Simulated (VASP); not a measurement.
# Al in VASP: relaxation of the atoms with PBE

Aim: the relaxation of the atoms of Al with PBE.

Everything below comes from runs of VASP 6.6.1. Logs are shortened: lines on timing, memory, paths and dates and some standing lists are left out, and cuts for length are marked.

### 1 The structure

The cell holds a slab with vacuum, 15 atoms: a = 3.867 Å, b = 10.231 Å, c = 27.067 Å, α = 90.00°, β = 90.00°, γ = 100.89°.

The cell was built by a generator and needn't be a form met in nature.

### 2 Relaxation of the atoms, PBE

INCAR reads:

```
SYSTEM = Al
ALGO     = Fast           ! electronic algorithm
DIPOL    = 0.5 0.5 0.500
EDIFF    = 1E-6           ! SCF threshold, eV
EDIFFG   = -0.02          ! ionic threshold
ENCUT    = 240            ! plane-wave cutoff, eV
GGA      = PE             ! functional
IBRION   = 2              ! ionic algorithm
IDIPOL   = 3            
ISIF     = 2              ! what is computed and relaxed
ISMEAR   = 1              ! smearing method
KPAR     = 4            
LASPH    = .TRUE.         ! aspherical terms in the spheres
LCHARG   = .FALSE.        ! write CHGCAR
LDIPOL   = .TRUE.       
LREAL    = .FALSE.        ! projectors in reciprocal space
LWAVE    = .FALSE.        ! write WAVECAR
NELM     = 120            ! most SCF steps
NSW      = 90             ! ionic steps
PREC     = Accurate       ! precision mode
SIGMA    = 0.1            ! smearing width, eV
```

KPOINTS reads:

```
k-points
0
G
  9 4 1
  0 0 0
```

POSCAR reads:

```
Al
1.0
    3.8668983000      0.0000000000      0.0000000000
   -1.9334491000     10.0464965000      0.0000000000
    0.0000000000      0.0000000000     27.0674611300
Al
15
Direct
    1.0000000000      1.0000000000      0.4230906400
    0.4000000000      0.8000000000      0.4230906400
    0.8000000000      0.6000000000      0.4230906400
    0.2000000000      0.4000000000      0.4230906400
    0.6000000000      0.2000000000      0.4230906400
    0.9000000000      0.8000000000      0.5000000000
    0.3000000000      0.6000000000      0.5000000000
    0.7000000000      0.4000000000      0.5000000000
    0.1000000000      0.2000000000      0.5000000000
    0.5000000000      0.0000000000      0.5000000000
    0.8000000000      0.6000000000      0.5769093600
    0.2000000000      0.4000000000      0.5769093600
    0.6000000000      0.2000000000      0.5769093600
    0.0000000000      0.0000000000      0.5769093600
    0.4000000000      0.8000000000      0.5769093600
```

Potentials or basis: VASP PAW PBE potentials, release 64 (Al).

Run with:

```bash
$ cat potpaw_PBE.64/Al/POTCAR > POTCAR
$ mpirun -np 4 vasp_std > vasp.out
```

OUTCAR:

```text
SYSTEM = Al
   EDIFF = 1E-6
   EDIFFG = -0.02
   ENCUT = 240
   GGA = PE
   IBRION = 2
   ISIF = 2
   ISMEAR = 1
   LASPH = .TRUE.
   LREAL = .FALSE.
   NELM = 120
   NSW = 90
   PREC = Accurate

 ion  position               nearest neighbor table
   1  0.000  0.000  0.423-   2 2.79   5 2.79   5 2.79   2 2.79  10 2.84  10 2.84   9 2.89   6 2.89

   2  0.400  0.800  0.423-   3 2.79   1 2.79   3 2.79   1 2.79   6 2.84   6 2.84   7 2.89  10 2.89

   3  0.800  0.600  0.423-   2 2.79   4 2.79   2 2.79   4 2.79   7 2.84   7 2.84   6 2.89   8 2.89
[... 32 lines left out ...]
 A1 = (   1.9334491000, -10.0464965000,   0.0000000000)
 A2 = (   1.9334492000,  10.0464965000,   0.0000000000)
 A3 = (   0.0000000000,   0.0000000000,  27.0674611300)

Analysis of symmetry for initial positions (statically):
=====================================================================
 Subroutine PRICEL returns following result:

  LATTYP: Found a base centered orthorhombic cell.
 ALAT       =     3.8668983000
 B/A-ratio  =     1.0392304861
 C/A-ratio  =     6.9997861413

  Lattice vectors:

 A1 = (  -1.9334491400,   2.0092993000,   0.0000000000)
 A2 = (  -1.9334491600,  -2.0092993000,   0.0000000000)
 A3 = (   0.0000000000,   0.0000000000,  27.0674611300)

   5 primitive cells build up your supercell.

 Routine SETGRP: Setting up the symmetry group for a
 base centered orthorhombic supercell.

 Subroutine GETGRP returns: Found  8 space group operations
 (whereof  8 operations were pure point group operations)
 out of a pool of  8 trial point group operations.

The static configuration has the point symmetry D_2h.

Analysis of symmetry for dynamics (positions and initial velocities):
=====================================================================
 Subroutine PRICEL returns following result:

  LATTYP: Found a base centered orthorhombic cell.
 ALAT       =     3.8668983000
 B/A-ratio  =     1.0392304861
 C/A-ratio  =     6.9997861413

  Lattice vectors:

 A1 = (  -1.9334491400,   2.0092993000,   0.0000000000)
 A2 = (  -1.9334491600,  -2.0092993000,   0.0000000000)
 A3 = (   0.0000000000,   0.0000000000,  27.0674611300)

   5 primitive cells build up your supercell.

 Routine SETGRP: Setting up the symmetry group for a
 base centered orthorhombic supercell.

 Subroutine GETGRP returns: Found  8 space group operations
 (whereof  8 operations were pure point group operations)
 out of a pool of  8 trial point group operations.

The dynamic configuration has the point symmetry D_2h.

 Subroutine INISYM returns: Found  8 space group operations
 (whereof  8 operations are pure point group operations),
 and found     5 'primitive' translations

----------------------------------------------------------------------------------------

                                     Primitive cell

  volume of cell :     210.3076

  direct lattice vectors                    reciprocal lattice vectors
    -1.933449140  2.009299300  0.000000000    -0.258605198  0.248842969  0.000000000
    -1.933449160 -2.009299300  0.000000000    -0.258605198 -0.248842966  0.000000000
     0.000000000  0.000000000 27.067461130     0.000000000  0.000000000  0.036944728

  length of vectors
     2.788460015  2.788460029 27.067461130     0.358886432  0.358886431  0.036944728

  position of ions in fractional coordinates (direct lattice)
     0.000000000  0.000000000  0.423090640
     0.500000000  0.500000000  0.500000000
     0.000000000  0.000000000  0.576909360

  ion indices of the primitive-cell ions
   primitive index   ion index
                 1           1
                 2           6
                 3          14
[... 50 lines left out ...]
            Coordinates               Weight
  0.000000  0.000000  0.000000      1.000000
  0.111111 -0.000000  0.000000      2.000000
  0.222222 -0.000000  0.000000      2.000000
  0.333333  0.000000  0.000000      2.000000
  0.444444 -0.000000  0.000000      2.000000
  0.000000  0.250000  0.000000      2.000000
[... 11 lines left out ...]
  0.333333  0.500000  0.000000      2.000000
  0.444444  0.500000  0.000000      2.000000
   k-points           NKPTS =     19   k-points in BZ     NKDIM =     19   number of bands    NBANDS=     30
   number of dos      NEDOS =    301   number of ions     NIONS =     15
   total plane-waves  NPLWV = 151200
   dimension x,y,z NGX =    20 NGY =   54 NGZ =  140
   dimension x,y,z NGXF=    40 NGYF=  108 NGZF=  280
   ions per type =              15
   NGX,Y,Z   is equivalent  to a cutoff of   8.60,  8.77,  8.60 a.u.
   NGXF,Y,Z  is equivalent  to a cutoff of  17.20, 17.55, 17.20 a.u.
 SYSTEM =  Al
   PREC   = accura    normal or accurate (medium, high low for compatibility)
   ISTART =      0    job   : 0-new  1-cont  2-samecut
   ICHARG =      2    charge: 1-file 2-atom 10-const
   ISPIN  =      1    spin polarized calculation?
   LNONCOLLINEAR =      F non collinear calculations
   LSORBIT =      F    spin-orbit coupling
   LASPH  =      T    aspherical Exc in radial PAW
   ENCUT  =  240.0 eV  17.64 Ry    4.20 a.u.   4.88 12.92 34.19*2*pi/ulx,y,z
   NELM   =    120;   NELMIN=  2; NELMDL= -5     # of ELM steps
   EDIFF  = 0.1E-05   stopping-criterion for ELM
   LREAL  =      F    real-space projection
   EDIFFG = -.2E-01   stopping-criterion for IOM
   NSW    =     90    number of steps for IOM
   IBRION =      2    ionic relax: 0-MD 1-quasi-New 2-CG
   NFREE  =      1    steps in history (QN), initial steepest desc. (CG)
   ISIF   =      2    stress and relaxation
   ISYM   =      2    0-nonsym 1-usesym 2-fastsym
   POTIM  = 0.5000    time-step for ionic-motion
   TEBEG  =    0.0;   TEEND  =   0.0 temperature during run
   PSTRESS=    0.0 pullay stress
   NELECT =      45.0000    total number of electrons
   NUPDOWN=      -1.0000    fix difference up-down
   EMIN   =  10.00;   EMAX   =-10.00  energy-range for DOS
   EFERMI =   0.00;   METHOD = LEGACY
   ISMEAR =     1;   SIGMA  =   0.10  broadening in eV -4-tet -1-fermi 0-gaus
   EFERMI_NEDOS =   21; number of points for ismear=-14 and -15
   IALGO  =     68    algorithm
   IMIX   =      4    mixing-type and parameters
     AMIX     =   0.40;   BMIX     =  1.00
     AMIX_MAG =   1.60;   BMIX_MAG =  1.00
  volume/ion in A,a.u.               =      70.10       473.08
  Fermi-wavevector in a.u.,A,eV,Ry     =   0.572626  1.082105  4.461350  0.327900
  Thomas-Fermi vector in A             =   1.613575
   LORBIT       =      0    0 simple, 1 ext, 2 COOP (PROOUT), +10 PAW based schemes
   GGA     = PE    functional components
   LHFCALC =     F    Hartree Fock is set to
   AEXX    =    0.0000 exact exchange contribution
   IVDW    =     0    specifies the selected vdW correction
   LEPSILON=     F    determine dielectric tensor
   LRPA    =     F    only Hartree local field effects (RPA)
 conjugate gradient relaxation of ions
 non-spin polarized calculation
 RMM-DIIS sequential band-by-band and
 Methfessel and Paxton  Order N= 1 SIGMA  =   0.10
  energy-cutoff  :      240.00
  volume of cell :     1051.54
 maximum number of plane-waves:      8930
   NGX =  9   NGY = 25   NGZ = 69

--------------------------------------- Ionic step        1  -------------------------------------------

 number of electron      45.0000000 magnetization

 Free energy of the ion-electron system (eV)
  ---------------------------------------------------
  ext. energy  EPLUGINS =         0.00000000
  ---------------------------------------------------
  free energy    TOTEN  =       -51.49034806 eV

  energy without entropy =      -51.49044915  energy(sigma->0) =      -51.49038176

------------------------ aborting loop because EDIFF is reached ----------------------------------------

  FORCE on cell =-STRESS in cart. coord.  units (eV):
  Direction    XX          YY          ZZ          XY          YZ          ZX
  --------------------------------------------------------------------------------------
  -------------------------------------------------------------------------------------
  Total       -0.8127853     -4.6030279      2.0868587     -0.0000000      0.0000000      0.0000000
  in kB       -1.2384016     -7.0134109      3.1796456     -0.0000000      0.0000000      0.0000000
  external PRESSURE =      -1.6907223 kB  Pullay stress =       0.0000000 kB
[... 85 lines left out ...]
--------------------------------------- Ionic step        3  -------------------------------------------

 number of electron      45.0000002 magnetization

 dipolmoment           0.000000      0.000000      0.000000 electrons x Angstroem

------------------------ aborting loop because EDIFF is reached ----------------------------------------

  FORCE on cell =-STRESS in cart. coord.  units (eV):
  Direction    XX          YY          ZZ          XY          YZ          ZX
  --------------------------------------------------------------------------------------
  -------------------------------------------------------------------------------------
  Total       -2.0830244     -5.0129165      1.2170368     -0.0000000      0.0000000      0.0000000
  in kB       -3.1738035     -7.6379382      1.8543401     -0.0000000      0.0000000      0.0000000
  external PRESSURE =      -2.9858006 kB  Pullay stress =       0.0000000 kB
[... 36 lines left out ...]
--------------------------------------- Ionic step        4  -------------------------------------------

 number of electron      45.0000003 magnetization

 dipolmoment           0.000000      0.000000     -0.000000 electrons x Angstroem

 Free energy of the ion-electron system (eV)
  ---------------------------------------------------
  ext. energy  EPLUGINS =         0.00000000
  ---------------------------------------------------
  free energy    TOTEN  =       -51.52225845 eV

  energy without entropy =      -51.52277971  energy(sigma->0) =      -51.52243221

 E-fermi :  -1.3644     XC(G=0):  -3.1553

 val. band max:       -1.3666572397   @ k =   0.1111  -0.0000   0.0000
 cond. band min:      -1.3348605908   @ k =   0.4444   0.2500   0.0000
 fundamental gap:      0.0317966489
 Fermi energy:        -1.3644143920

 k-point     1 :       0.0000    0.0000    0.0000
  band No.  band energies     occupation
      1     -11.7422      2.00000
      2     -10.2882      2.00000
      3     -10.2882      2.00000
      4      -9.7050      2.00000
      5      -8.2655      2.00000
      6      -8.2655      2.00000
[... 616 lines left out ...]
     29      -0.5132     -0.00000
     30       0.0504     -0.00000

------------------------ aborting loop because EDIFF is reached ----------------------------------------

 vacuum level on the upper side and lower side of the slab       (xc-potential included)        -0.028        -0.028

  FORCE on cell =-STRESS in cart. coord.  units (eV):
  Direction    XX          YY          ZZ          XY          YZ          ZX
  --------------------------------------------------------------------------------------
  -------------------------------------------------------------------------------------
  Total       -3.3929879     -5.4859792     -0.6522759     -0.0000000      0.0000000      0.0000000
  in kB       -5.1697315     -8.3587210     -0.9938413     -0.0000000      0.0000000      0.0000000
  external PRESSURE =      -4.8407646 kB  Pullay stress =       0.0000000 kB
[... 30 lines left out ...]
  FREE ENERGIE OF THE ION-ELECTRON SYSTEM (eV)
  ---------------------------------------------------
  free  energy   TOTEN  =       -51.5222584508 eV

  energy  without entropy=      -51.5227797145  energy(sigma->0) =      -51.52243221

 reached required accuracy - stopping structural energy minimisation

 vacuum level on the upper side and lower side of the slab         2.922         2.922
```

It took 4.1 min on 4 MPI ranks of Intel Xeon Platinum 8375C at 2.90GHz (Ice Lake), shared host; peak memory 0.47 GiB.

What came out:

| Item | Value |
| --- | --- |
| Free energy | -51.5223 eV |
| Energy gained by relaxing | 2.1 meV/atom |
| Ionic steps | 4 |
| Largest force after relaxing | 0.007 eV/Å |
| Band gap on the k mesh | none (metal or under the smearing width) |

Forces in eV/Å, atoms in the order of the input:
```
Al   0.000  0.000  0.007
Al   0.000  0.000  0.007
Al   0.000  0.000  0.007
Al   0.000  0.000  0.007
Al   0.000  0.000  0.007
Al   0.000  0.000  0.000
Al   0.000  0.000  0.000
Al   0.000  0.000  0.000
Al   0.000  0.000  0.000
Al   0.000  0.000  0.000
Al   0.000  0.000 -0.007
Al   0.000  0.000 -0.007
Al   0.000  0.000 -0.007
Al   0.000  0.000 -0.007
Al   0.000  0.000 -0.007
```

Step by step:
```csv
step,energy change (eV),largest force (eV/Å),pressure (GPa)
1,0.0000,0.1170,-0.17
2,-0.0063,0.1071,-0.20
3,-0.0214,0.0694,-0.30
4,-0.0319,0.0072,-0.48
```

Final structure:
```
Al
1.0
     3.86690    0.00000    0.00000
    -1.93345   10.04650    0.00000
     0.00000    0.00000   27.06746
Al
15
Cartesian
  -1.9334 10.0465 11.3955
  0.0000 8.0372 11.3955
  1.9334 6.0279 11.3955
  0.0000 4.0186 11.3955
  1.9334 2.0093 11.3955
  1.9334 8.0372 13.5337
  0.0000 6.0279 13.5337
  1.9334 4.0186 13.5337
  0.0000 2.0093 13.5337
  0.0000 10.0465 13.5337
  1.9334 6.0279 15.6719
  0.0000 4.0186 15.6719
  1.9334 2.0093 15.6719
  -1.9334 10.0465 15.6719
  0.0000 8.0372 15.6719
```

Levels at points of the mesh, in eV from the Fermi level:
```tsv
k point	band 20	band 21	band 22	band 23	band 24	band 25
(0.00, 0.00, 0.00)	0.23	0.55	0.55	0.67	0.67	1.47
(0.00, 0.50, 0.00)	-0.21	0.15	0.34	0.84	0.84	1.31
```

Caveat: the cutoff is under 1.25 times the usual one of these potentials, so pressure, stress and relaxed cells hold a basis-set (Pulay) error.
